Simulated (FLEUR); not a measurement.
TiAl3: equation of state with r2SCAN

The system is TiAl3.

```
CELL_PARAMETERS angstrom
3.95567 0.00000 0.00000
0.00000 3.95567 0.00000
0.00000 0.00000 3.95567
ATOMIC_POSITIONS crystal
Ti 0.00000 0.00000 0.00000
Al 0.00000 0.50000 0.50000
Al 0.50000 0.00000 0.50000
Al 0.50000 0.50000 0.00000
```

The cell comes from a database or a generator and needn't be the stable form of this composition.

```yaml
Program: FLEUR MaX-R8.1 (later development tree)
Task: equation of state
Functional: r2SCAN
Potentials_or_basis: all-electron
Basis: FLAPW
Kmax: 4.39 1/bohr
k_mesh: 7 × 7 × 7
Occupations: fermi-dirac, width 0.05 eV
Spin: no spin polarisation
```

```yaml
Equilibrium_volume: 15.49 Å³/atom
Bulk_modulus: 115 GPa
```

Energy against volume, from the lowest point:
```csv
volume (Å³/atom),energy (meV/atom)
14.545,22.84
14.855,9.95
15.474,0.00
16.093,8.00
16.402,17.67
```

Caveat: the meta-GGA is that of a development version, with a GGA for the radial functions and cores and without core tails.
